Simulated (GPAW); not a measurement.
# Nb3Sn (Pm-3n) in GPAW: notebook, part 2 of 2

GPAW 26.7.0.

**4. Relaxation of cell and atoms, PBEsol+D3(BJ)**

File run.py:

```python
from ase import Atoms
from ase.calculators.mixing import SumCalculator
from ase.filters import FrechetCellFilter
from ase.io import write
from ase.optimize import BFGS
from dftd3.ase import DFTD3
from gpaw import GPAW, PW, setup_paths

setup_paths.insert(0, '.')

atoms = Atoms(['Sn', 'Sn', 'Nb', 'Nb', 'Nb', 'Nb', 'Nb', 'Nb'],
              cell=[[5.2821, 0.0, 0.0],
                    [0.0, 5.2821, 0.0],
                    [0.0, 0.0, 5.2821]],
              scaled_positions=[[0.5, 0.5, 0.5],
                                [0.0, 0.0, 0.0],
                                [0.0, 0.5, 0.25],
                                [0.0, 0.5, 0.75],
                                [0.5, 0.25, 0.0],
                                [0.75, 0.0, 0.5],
                                [0.5, 0.75, 0.0],
                                [0.25, 0.0, 0.5]],
              pbc=True)

calc = GPAW(mode=PW(600),
            xc='PBEsol',
            kpts={'size': (4, 4, 4), 'gamma': True},
            occupations={'name': 'fermi-dirac', 'width': 0.05},
            nbands=88,
            convergence={'density': 1e-05, 'forces': 0.0001},
            maxiter=150,
            txt='gpaw.txt')
atoms.calc = SumCalculator([calc, DFTD3(method='pbesol', damping='d3bj')])
opt = BFGS(FrechetCellFilter(atoms), trajectory='relax.traj', logfile='-')
done = opt.run(fmax=0.02, steps=60)
calc.write('gs.gpw')
write('result.traj', atoms)
print('Converged:', done)
print('Cell:', atoms.cell.cellpar().round(4))
print('Volume:', round(atoms.get_volume(), 4))
print(atoms.get_scaled_positions().round(5))
```

Potentials or basis: PAW data sets generated in the run's folder for this functional, pw.

The run is started by

```sh
gpaw-setup -f PBEsol Nb Sn
OMP_NUM_THREADS=1 python run.py
```

gpaw.txt:

```text
__  _  _
 | _ |_)|_||  |
 |__||  | ||/\| - 26.7.0

Input parameters:
  mode=PW(ecut=600.0),
  convergence={'density': 1e-05, 'forces': 0.0001},
  kpts=MonkhorstPack(size=(4, 4, 4), gamma=True),
  maxiter=150,
  nbands=88,
  occupations=Occupations(name='fermi-dirac', width=0.05),
  xc=XC(name='PBEsol')

Diagonalizing LCAO Hamiltonian
Converting LCAO to pw mode
    .------------.
   /|            |
  / |            |
 *Nb|            |
 |  |            |
 |  |    Sn      |
 |NbNb-----Nb----.
 | /      Nb    /
 |/     Nb     /
 Sn-----------*

Atoms  # Å, Bohr magnetons
|   | symbol |        x |        y |        z |    initial magnetic moments |
|---|--------|----------|----------|----------|-----------------------------|
| 0 |     Sn | 2.641050 | 2.641050 | 2.641050 | ( 0.0000,  0.0000,  0.0000) |
| 1 |     Sn | 0.000000 | 0.000000 | 0.000000 | ( 0.0000,  0.0000,  0.0000) |
| 2 |     Nb | 0.000000 | 2.641050 | 1.320525 | ( 0.0000,  0.0000,  0.0000) |
| 3 |     Nb | 0.000000 | 2.641050 | 3.961575 | ( 0.0000,  0.0000,  0.0000) |
| 4 |     Nb | 2.641050 | 1.320525 | 0.000000 | ( 0.0000,  0.0000,  0.0000) |
| 5 |     Nb | 3.961575 | 0.000000 | 2.641050 | ( 0.0000,  0.0000,  0.0000) |
| 6 |     Nb | 2.641050 | 3.961575 | 0.000000 | ( 0.0000,  0.0000,  0.0000) |
| 7 |     Nb | 1.320525 | 0.000000 | 2.641050 | ( 0.0000,  0.0000,  0.0000) |

Unit cell  # Å
| periodic |        x |        y |        z |  lengths |    angles |
|----------|----------|----------|----------|----------|-----------|
|      yes | 5.282100 | 0.000000 | 0.000000 | 5.282100 | 90.000000 |
|      yes | 0.000000 | 5.282100 | 0.000000 | 5.282100 | 90.000000 |
|      yes | 0.000000 | 0.000000 | 5.282100 | 5.282100 | 90.000000 |

Number of symmetries: 24
Symmetry operations  # r_c * U_cc + t_c -> r_c
|    | kind |            matrix            |
|----|------|------------------------------|
|  0 |  E   |  1, 0, 0,  0, 1, 0,  0, 0, 1 |
|  1 |  σ   |  1, 0, 0,  0, 1, 0,  0, 0,-1 |
|  2 |  σ   |  1, 0, 0,  0,-1, 0,  0, 0, 1 |
|  3 |  C2  |  1, 0, 0,  0,-1, 0,  0, 0,-1 |
|  4 |  C3  |  0, 1, 0,  0, 0, 1,  1, 0, 0 |
|  5 |  S6  |  0, 1, 0,  0, 0, 1, -1, 0, 0 |
|  6 |  S6  |  0, 1, 0,  0, 0,-1,  1, 0, 0 |
|  7 |  C3  |  0, 1, 0,  0, 0,-1, -1, 0, 0 |
|  8 |  C3  |  0, 0, 1,  1, 0, 0,  0, 1, 0 |
[... 232 lines left out ...]
         Nb
                Sn

         NbNb    Nb
                Nb
               Nb
       Sn

Atoms  # Å, Bohr magnetons
|   | symbol |         x |         y |         z |    initial magnetic moments |
|---|--------|-----------|-----------|-----------|-----------------------------|
| 0 |     Sn |  2.635919 |  2.635919 |  2.635919 | ( 0.0000,  0.0000,  0.0000) |
| 1 |     Sn | -0.000000 | -0.000000 | -0.000000 | ( 0.0000,  0.0000,  0.0000) |
| 2 |     Nb |  0.000000 |  2.635919 |  1.317960 | ( 0.0000,  0.0000,  0.0000) |
| 3 |     Nb | -0.000000 |  2.635919 |  3.953879 | ( 0.0000,  0.0000,  0.0000) |
| 4 |     Nb |  2.635919 |  1.317960 | -0.000000 | ( 0.0000,  0.0000,  0.0000) |
| 5 |     Nb |  3.953879 | -0.000000 |  2.635919 | ( 0.0000,  0.0000,  0.0000) |
| 6 |     Nb |  2.635919 |  3.953879 | -0.000000 | ( 0.0000,  0.0000,  0.0000) |
| 7 |     Nb |  1.317960 | -0.000000 |  2.635919 | ( 0.0000,  0.0000,  0.0000) |

Unit cell  # Å
| periodic |         x |        y |         z |  lengths |    angles |
|----------|-----------|----------|-----------|----------|-----------|
|      yes |  5.271839 | 0.000000 | -0.000000 | 5.271839 | 90.000000 |
|      yes |  0.000000 | 5.271839 |  0.000000 | 5.271839 | 90.000000 |
|      yes | -0.000000 | 0.000000 |  5.271839 | 5.271839 | 90.000000 |

Number of symmetries: 24
[... 172 lines left out ...]
|iter:   8| |  -77.253008c| -8.38c| -5.53c|      |
|iter:   9| |  -77.253008c| -8.76c| -6.09c|-3.59 |
|iter:  10| |  -77.253008c| -9.36c| -6.24c|-3.83 |
|iter:  11| |  -77.253008c| -9.64c| -7.13c|-5.62c|

Converged in 11 steps
Energy contributions relative to reference atoms: (reference = -958963.478680)
[... 64 lines left out ...]
         Nb
               Sn

         NNb    Nb
                Nb
              Nb
       Sn

Atoms  # Å, Bohr magnetons
|   | symbol |         x |         y |         z |    initial magnetic moments |
|---|--------|-----------|-----------|-----------|-----------------------------|
| 0 |     Sn |  2.589352 |  2.589352 |  2.589352 | ( 0.0000,  0.0000,  0.0000) |
| 1 |     Sn | -0.000000 | -0.000000 | -0.000000 | ( 0.0000,  0.0000,  0.0000) |
| 2 |     Nb | -0.000000 |  2.589352 |  1.294675 | ( 0.0000,  0.0000,  0.0000) |
| 3 |     Nb | -0.000000 |  2.589352 |  3.884028 | ( 0.0000,  0.0000,  0.0000) |
| 4 |     Nb |  2.589352 |  1.294675 | -0.000000 | ( 0.0000,  0.0000,  0.0000) |
| 5 |     Nb |  3.884028 | -0.000000 |  2.589352 | ( 0.0000,  0.0000,  0.0000) |
| 6 |     Nb |  2.589352 |  3.884028 | -0.000000 | ( 0.0000,  0.0000,  0.0000) |
| 7 |     Nb |  1.294675 | -0.000000 |  2.589352 | ( 0.0000,  0.0000,  0.0000) |

Unit cell  # Å
| periodic |         x |         y |         z |  lengths |    angles |
|----------|-----------|-----------|-----------|----------|-----------|
|      yes |  5.178703 | -0.000000 |  0.000000 | 5.178703 | 90.000000 |
|      yes | -0.000000 |  5.178703 | -0.000000 | 5.178703 | 90.000000 |
|      yes | -0.000000 | -0.000000 |  5.178703 | 5.178703 | 90.000000 |

Number of symmetries: 24
Symmetry operations  # r_c * U_cc + t_c -> r_c
|    | kind |            matrix            |
|----|------|------------------------------|
|  0 |  E   |  1, 0, 0,  0, 1, 0,  0, 0, 1 |
|  1 |  σ   |  1, 0, 0,  0, 1, 0,  0, 0,-1 |
|  2 |  σ   |  1, 0, 0,  0,-1, 0,  0, 0, 1 |
|  3 |  C2  |  1, 0, 0,  0,-1, 0,  0, 0,-1 |
|  4 |  C3  |  0, 1, 0,  0, 0, 1,  1, 0, 0 |
|  5 |  S6  |  0, 1, 0,  0, 0, 1, -1, 0, 0 |
|  6 |  S6  |  0, 1, 0,  0, 0,-1,  1, 0, 0 |
|  7 |  C3  |  0, 1, 0,  0, 0,-1, -1, 0, 0 |
|  8 |  C3  |  0, 0, 1,  1, 0, 0,  0, 1, 0 |
[... 207 lines left out ...]
No gap
No difference between direct/indirect transitions

Stress tensor  # eV/Ang^3
|         x |         y |         z |
|-----------|-----------|-----------|
| -0.046600 |  0.000000 | -0.000000 |
|  0.000000 | -0.046600 | -0.000000 |
| -0.000000 | -0.000000 | -0.046600 |

Forces  # eV/Ang
|        x |        y |        z |
|----------|----------|----------|
|  0.00000 |  0.00000 |  0.00000 |  # Sn   0
|  0.00000 |  0.00000 |  0.00000 |  # Sn   1
|  0.00000 |  0.00000 | -0.00005 |  # Nb   2
| -0.00000 |  0.00000 |  0.00005 |  # Nb   3
|  0.00000 | -0.00005 | -0.00000 |  # Nb   4
|  0.00005 |  0.00000 |  0.00000 |  # Nb   5
|  0.00000 |  0.00005 |  0.00000 |  # Nb   6
| -0.00005 |  0.00000 |  0.00000 |  # Nb   7

Interpolating wave functions to new cell

         Nb
               Sn

         NNb    Nb
                Nb
              Nb
       Sn

Atoms  # Å, Bohr magnetons
|   | symbol |         x |         y |         z |    initial magnetic moments |
|---|--------|-----------|-----------|-----------|-----------------------------|
| 0 |     Sn |  2.592235 |  2.592235 |  2.592235 | ( 0.0000,  0.0000,  0.0000) |
| 1 |     Sn | -0.000000 | -0.000000 | -0.000000 | ( 0.0000,  0.0000,  0.0000) |
| 2 |     Nb | -0.000000 |  2.592235 |  1.296116 | ( 0.0000,  0.0000,  0.0000) |
| 3 |     Nb | -0.000000 |  2.592235 |  3.888354 | ( 0.0000,  0.0000,  0.0000) |
| 4 |     Nb |  2.592235 |  1.296116 | -0.000000 | ( 0.0000,  0.0000,  0.0000) |
| 5 |     Nb |  3.888354 | -0.000000 |  2.592235 | ( 0.0000,  0.0000,  0.0000) |
| 6 |     Nb |  2.592235 |  3.888354 | -0.000000 | ( 0.0000,  0.0000,  0.0000) |
| 7 |     Nb |  1.296116 | -0.000000 |  2.592235 | ( 0.0000,  0.0000,  0.0000) |

Unit cell  # Å
| periodic |         x |         y |         z |  lengths |    angles |
|----------|-----------|-----------|-----------|----------|-----------|
|      yes |  5.184470 |  0.000000 |  0.000000 | 5.184470 | 90.000000 |
|      yes | -0.000000 |  5.184470 | -0.000000 | 5.184470 | 90.000000 |
|      yes | -0.000000 | -0.000000 |  5.184470 | 5.184470 | 90.000000 |

Number of symmetries: 24
Symmetry operations  # r_c * U_cc + t_c -> r_c
|    | kind |            matrix            |
|----|------|------------------------------|
|  0 |  E   |  1, 0, 0,  0, 1, 0,  0, 0, 1 |
|  1 |  σ   |  1, 0, 0,  0, 1, 0,  0, 0,-1 |
|  2 |  σ   |  1, 0, 0,  0,-1, 0,  0, 0, 1 |
|  3 |  C2  |  1, 0, 0,  0,-1, 0,  0, 0,-1 |
|  4 |  C3  |  0, 1, 0,  0, 0, 1,  1, 0, 0 |
|  5 |  S6  |  0, 1, 0,  0, 0, 1, -1, 0, 0 |
|  6 |  S6  |  0, 1, 0,  0, 0,-1,  1, 0, 0 |
|  7 |  C3  |  0, 1, 0,  0, 0,-1, -1, 0, 0 |
|  8 |  C3  |  0, 0, 1,  1, 0, 0,  0, 1, 0 |
[... 204 lines left out ...]
No gap
No difference between direct/indirect transitions

Stress tensor  # eV/Ang^3
|         x |         y |         z |
|-----------|-----------|-----------|
| -0.042352 |  0.000000 |  0.000000 |
|  0.000000 | -0.042352 | -0.000000 |
|  0.000000 | -0.000000 | -0.042352 |

Forces  # eV/Ang
|        x |        y |        z |
|----------|----------|----------|
|  0.00000 |  0.00000 |  0.00000 |  # Sn   0
|  0.00000 | -0.00000 |  0.00000 |  # Sn   1
| -0.00000 | -0.00000 | -0.00006 |  # Nb   2
| -0.00000 |  0.00000 |  0.00006 |  # Nb   3
|  0.00000 | -0.00006 | -0.00000 |  # Nb   4
|  0.00006 | -0.00000 |  0.00000 |  # Nb   5
|  0.00000 |  0.00006 |  0.00000 |  # Nb   6
| -0.00006 |  0.00000 |  0.00000 |  # Nb   7

# Writing to gs.gpw (mode='')
```

It took 5.3 min on 1 thread of Arm Neoverse V2, shared host; peak memory 0.41 GiB.

Results:

```
Free energy                            : -83.0791 eV
Relaxed volume                         : 17.42 Å³/atom
Relaxed cell                           : a = 5.184 Å, b = 5.184 Å, c = 5.184 Å, α = 90.00°, β = 90.00°, γ = 90.00°
Space group after relaxing (to 0.05 Å) : Pm-3n (No. 223)
Energy gained by relaxing              : 31.5 meV/atom
Ionic steps                            : 4
Pressure after relaxing                : 0.0 GPa
Band gap on the k mesh                 : none (metal or under the smearing width)
Dispersion energy per atom             : -0.734 eV
```

Step by step:
```csv
step,energy change (eV),largest force (eV/Å),pressure (GPa),volume (Å³)
1,0.0000,0.0000,-9.47,147.37
2,-0.0487,0.0000,-8.59,146.52
3,-0.2512,0.0001,0.60,138.89
4,-0.2520,0.0001,-0.03,139.35
```

Final structure:
```
CELL_PARAMETERS angstrom
5.18447 0.00000 0.00000
0.00000 5.18447 0.00000
0.00000 0.00000 5.18447
ATOMIC_POSITIONS crystal
Sn 0.50000 0.50000 0.50000
Sn 0.00000 0.00000 0.00000
Nb 0.00000 0.50000 0.25000
Nb 0.00000 0.50000 0.75000
Nb 0.50000 0.25000 0.00000
Nb 0.75000 0.00000 0.50000
Nb 0.50000 0.75000 0.00000
Nb 0.25000 0.00000 0.50000
```

Caveat: later steps reuse the first step's grids; pairwise dispersion overbinds metals, which lowers pressure and volume.

**5. Relaxation of cell and atoms, PBEsol+D3(BJ)+ATM**

run.py, as its differences from that of step 4:

```diff
@@ -32,3 +32,3 @@
             txt='gpaw.txt')
-atoms.calc = SumCalculator([calc, DFTD3(method='pbesol', damping='d3bj')])
+atoms.calc = SumCalculator([calc, DFTD3(damping='d3bj', params_tweaks=dict(method='pbesol', atm=True))])
 opt = BFGS(FrechetCellFilter(atoms), trajectory='relax.traj', logfile='-')
```

Potentials or basis: PAW data sets generated in the run's folder for this functional, pw.

The run is started by

```sh
gpaw-setup -f PBEsol Nb Sn
OMP_NUM_THREADS=1 python run.py
```

gpaw.txt:

```text
__  _  _
 | _ |_)|_||  |
 |__||  | ||/\| - 26.7.0

Input parameters:
  mode=PW(ecut=600.0),
  convergence={'density': 1e-05, 'forces': 0.0001},
  kpts=MonkhorstPack(size=(4, 4, 4), gamma=True),
  maxiter=150,
  nbands=88,
  occupations=Occupations(name='fermi-dirac', width=0.05),
  xc=XC(name='PBEsol')

Diagonalizing LCAO Hamiltonian
Converting LCAO to pw mode
    .------------.
   /|            |
  / |            |
 *Nb|            |
 |  |            |
 |  |    Sn      |
 |NbNb-----Nb----.
 | /      Nb    /
 |/     Nb     /
 Sn-----------*

Atoms  # Å, Bohr magnetons
|   | symbol |        x |        y |        z |    initial magnetic moments |
|---|--------|----------|----------|----------|-----------------------------|
| 0 |     Sn | 2.641050 | 2.641050 | 2.641050 | ( 0.0000,  0.0000,  0.0000) |
| 1 |     Sn | 0.000000 | 0.000000 | 0.000000 | ( 0.0000,  0.0000,  0.0000) |
| 2 |     Nb | 0.000000 | 2.641050 | 1.320525 | ( 0.0000,  0.0000,  0.0000) |
| 3 |     Nb | 0.000000 | 2.641050 | 3.961575 | ( 0.0000,  0.0000,  0.0000) |
| 4 |     Nb | 2.641050 | 1.320525 | 0.000000 | ( 0.0000,  0.0000,  0.0000) |
| 5 |     Nb | 3.961575 | 0.000000 | 2.641050 | ( 0.0000,  0.0000,  0.0000) |
| 6 |     Nb | 2.641050 | 3.961575 | 0.000000 | ( 0.0000,  0.0000,  0.0000) |
| 7 |     Nb | 1.320525 | 0.000000 | 2.641050 | ( 0.0000,  0.0000,  0.0000) |

Unit cell  # Å
| periodic |        x |        y |        z |  lengths |    angles |
|----------|----------|----------|----------|----------|-----------|
|      yes | 5.282100 | 0.000000 | 0.000000 | 5.282100 | 90.000000 |
|      yes | 0.000000 | 5.282100 | 0.000000 | 5.282100 | 90.000000 |
|      yes | 0.000000 | 0.000000 | 5.282100 | 5.282100 | 90.000000 |

Number of symmetries: 24
Symmetry operations  # r_c * U_cc + t_c -> r_c
|    | kind |            matrix            |
|----|------|------------------------------|
|  0 |  E   |  1, 0, 0,  0, 1, 0,  0, 0, 1 |
|  1 |  σ   |  1, 0, 0,  0, 1, 0,  0, 0,-1 |
|  2 |  σ   |  1, 0, 0,  0,-1, 0,  0, 0, 1 |
|  3 |  C2  |  1, 0, 0,  0,-1, 0,  0, 0,-1 |
|  4 |  C3  |  0, 1, 0,  0, 0, 1,  1, 0, 0 |
|  5 |  S6  |  0, 1, 0,  0, 0, 1, -1, 0, 0 |
|  6 |  S6  |  0, 1, 0,  0, 0,-1,  1, 0, 0 |
|  7 |  C3  |  0, 1, 0,  0, 0,-1, -1, 0, 0 |
|  8 |  C3  |  0, 0, 1,  1, 0, 0,  0, 1, 0 |
[... 232 lines left out ...]
         Nb
                Sn

         NbNb    Nb
[... 303 lines left out ...]
|  5 |  S6  |  0, 1, 0,  0, 0, 1, -1, 0, 0 |
|  6 |  S6  |  0, 1, 0,  0, 0,-1,  1, 0, 0 |
|  7 |  C3  |  0, 1, 0,  0, 0,-1, -1, 0, 0 |
|  8 |  C3  |  0, 0, 1,  1, 0, 0,  0, 1, 0 |
[... 207 lines left out ...]
No gap
No difference between direct/indirect transitions

Stress tensor  # eV/Ang^3
|         x |         y |         z |
|-----------|-----------|-----------|
| -0.037596 |  0.000000 |  0.000000 |
|  0.000000 | -0.037596 | -0.000000 |
|  0.000000 | -0.000000 | -0.037596 |

Forces  # eV/Ang
|        x |        y |        z |
|----------|----------|----------|
|  0.00000 |  0.00000 | -0.00000 |  # Sn   0
|  0.00000 |  0.00000 |  0.00000 |  # Sn   1
|  0.00000 | -0.00000 | -0.00005 |  # Nb   2
|  0.00000 |  0.00000 |  0.00005 |  # Nb   3
|  0.00000 | -0.00005 |  0.00000 |  # Nb   4
|  0.00005 |  0.00000 |  0.00000 |  # Nb   5
|  0.00000 |  0.00005 |  0.00000 |  # Nb   6
| -0.00005 |  0.00000 |  0.00000 |  # Nb   7

Interpolating wave functions to new cell

         Nb
               Sn

         NNb    Nb
                Nb
              Nb
       Sn

Atoms  # Å, Bohr magnetons
|   | symbol |         x |         y |         z |    initial magnetic moments |
|---|--------|-----------|-----------|-----------|-----------------------------|
| 0 |     Sn |  2.597759 |  2.597759 |  2.597759 | ( 0.0000,  0.0000,  0.0000) |
| 1 |     Sn |  0.000000 |  0.000000 | -0.000000 | ( 0.0000,  0.0000,  0.0000) |
| 2 |     Nb | -0.000000 |  2.597759 |  1.298878 | ( 0.0000,  0.0000,  0.0000) |
| 3 |     Nb | -0.000000 |  2.597759 |  3.896640 | ( 0.0000,  0.0000,  0.0000) |
| 4 |     Nb |  2.597759 |  1.298878 | -0.000000 | ( 0.0000,  0.0000,  0.0000) |
| 5 |     Nb |  3.896640 | -0.000000 |  2.597759 | ( 0.0000,  0.0000,  0.0000) |
| 6 |     Nb |  2.597759 |  3.896640 | -0.000000 | ( 0.0000,  0.0000,  0.0000) |
| 7 |     Nb |  1.298878 | -0.000000 |  2.597759 | ( 0.0000,  0.0000,  0.0000) |

Unit cell  # Å
| periodic |         x |         y |         z |  lengths |    angles |
|----------|-----------|-----------|-----------|----------|-----------|
|      yes |  5.195519 |  0.000000 |  0.000000 | 5.195519 | 90.000000 |
|      yes |  0.000000 |  5.195519 | -0.000000 | 5.195519 | 90.000000 |
|      yes | -0.000000 | -0.000000 |  5.195519 | 5.195519 | 90.000000 |

Number of symmetries: 24
Symmetry operations  # r_c * U_cc + t_c -> r_c
|    | kind |            matrix            |
|----|------|------------------------------|
|  0 |  E   |  1, 0, 0,  0, 1, 0,  0, 0, 1 |
|  1 |  σ   |  1, 0, 0,  0, 1, 0,  0, 0,-1 |
|  2 |  σ   |  1, 0, 0,  0,-1, 0,  0, 0, 1 |
|  3 |  C2  |  1, 0, 0,  0,-1, 0,  0, 0,-1 |
|  4 |  C3  |  0, 1, 0,  0, 0, 1,  1, 0, 0 |
|  5 |  S6  |  0, 1, 0,  0, 0, 1, -1, 0, 0 |
|  6 |  S6  |  0, 1, 0,  0, 0,-1,  1, 0, 0 |
|  7 |  C3  |  0, 1, 0,  0, 0,-1, -1, 0, 0 |
|  8 |  C3  |  0, 0, 1,  1, 0, 0,  0, 1, 0 |
[... 206 lines left out ...]
No gap
No difference between direct/indirect transitions

Stress tensor  # eV/Ang^3
|         x |         y |         z |
|-----------|-----------|-----------|
| -0.034377 | -0.000000 |  0.000000 |
| -0.000000 | -0.034377 | -0.000000 |
|  0.000000 | -0.000000 | -0.034377 |

Forces  # eV/Ang
|        x |        y |        z |
|----------|----------|----------|
|  0.00000 |  0.00000 | -0.00000 |  # Sn   0
|  0.00000 |  0.00000 | -0.00000 |  # Sn   1
|  0.00000 |  0.00000 | -0.00000 |  # Nb   2
| -0.00000 |  0.00000 |  0.00000 |  # Nb   3
|  0.00000 | -0.00000 |  0.00000 |  # Nb   4
|  0.00000 | -0.00000 |  0.00000 |  # Nb   5
|  0.00000 |  0.00000 | -0.00000 |  # Nb   6
| -0.00000 | -0.00000 |  0.00000 |  # Nb   7

# Writing to gs.gpw (mode='')
```

Wall time 5.4 min (1 thread of Arm Neoverse V2, shared host); peak memory 0.39 GiB.

Results:

```yaml
Free_energy: -82.5415 eV
Relaxed_volume: 17.53 Å³/atom
Relaxed_cell: a = 5.196 Å, b = 5.196 Å, c = 5.196 Å, α = 90.00°, β = 90.00°, γ = 90.00°
Space_group_after_relaxing_to_0.05_Å: Pm-3n (No. 223)
Energy_gained_by_relaxing: 24.8 meV/atom
Ionic_steps: 4
Pressure_after_relaxing: 0.0 GPa
Band_gap_on_the_k_mesh: none (metal or under the smearing width)
Dispersion_energy_per_atom: -0.662 eV
```

Step by step:
```csv
step,energy change (eV),largest force (eV/Å),pressure (GPa),volume (Å³)
1,0.0000,0.0000,-8.43,147.37
2,-0.0386,0.0000,-7.63,146.61
3,-0.1979,0.0001,0.47,139.88
4,-0.1983,0.0000,-0.02,140.24
```

Final structure:
```yaml
crystal:
  lattice:
    - [5.19552, 0.00000, 0.00000]
    - [0.00000, 5.19552, 0.00000]
    - [0.00000, 0.00000, 5.19552]
  atoms:
    - { symbol: Sn, position: [0.50000, 0.50000, 0.50000] }
    - { symbol: Sn, position: [0.00000, 0.00000, 0.00000] }
    - { symbol: Nb, position: [0.00000, 0.50000, 0.25000] }
    - { symbol: Nb, position: [0.00000, 0.50000, 0.75000] }
    - { symbol: Nb, position: [0.50000, 0.25000, 0.00000] }
    - { symbol: Nb, position: [0.75000, 0.00000, 0.50000] }
    - { symbol: Nb, position: [0.50000, 0.75000, 0.00000] }
    - { symbol: Nb, position: [0.25000, 0.00000, 0.50000] }
```

Caveat: later steps reuse the first step's grids; pairwise dispersion overbinds metals, which lowers pressure and volume.

**6. Summary**

```tsv
level	gap on the mesh (eV)	pressure (GPa)	relaxed volume (Å³/atom)
PBEsol	none	0.1	18.05
PBEsol+D3	none	0.0	17.55
PBEsol+D3(BJ)	none	0.0	17.42
PBEsol+D3(BJ)+ATM	none	0.0	17.53
```

Alike in all rows: task relaxation of cell and atoms; potentials or basis PAW data sets generated in the run's folder for this functional, pw; no spin polarisation; cell relaxed; k mesh 4 × 4 × 4; cutoff (eV) 600; smearing fermi-dirac 0.05 eV.

Caveats: later steps reuse the first step's grids; pairwise dispersion overbinds metals, which lowers pressure and volume (some runs).

Total energies depend on the potentials used, so only differences within one code and one set of settings carry meaning.
